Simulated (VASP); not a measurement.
F2, 2 atoms in the cell. The cell holds a molecule in a box, 2 atoms: a = 11.851 Å, b = 12.351 Å, c = 12.851 Å, α = 90.00°, β = 90.00°, γ = 90.00°. 

| Property | Result |
| --- | --- |
| Program | VASP 6.6.1 |
| Task | single point |
| Functional | r2SCAN |
| Dispersion | rVV10 |
| Potentials or basis | VASP PAW PBE potentials, release 64 (F) |
| Cutoff | 400 eV |
| k mesh | 1 × 1 × 1 |
| Occupations | gaussian, width 0.01 eV |
| Spin | no spin polarisation |
| Further INCAR settings | ALGO = Normal; EDIFF = 1e-06; ISYM = 0 |

Potentials or basis: VASP PAW PBE potentials, release 64 (F).

The run is started by

```sh
$ cat potpaw_PBE.64/F/POTCAR > POTCAR
$ mpirun -np 4 vasp_gam > vasp.out
```

Hardware: 4 MPI ranks on Intel(R) Xeon(R) 6975P-C (Granite Rapids), on a shared host.

How long does it take, and how much memory?

Run time: 7.9 min on 4 MPI ranks on Intel(R) Xeon(R) 6975P-C (Granite Rapids) (shared host), peak memory 0.9 GiB a rank. Counts: scf iterations 52, k points 1.
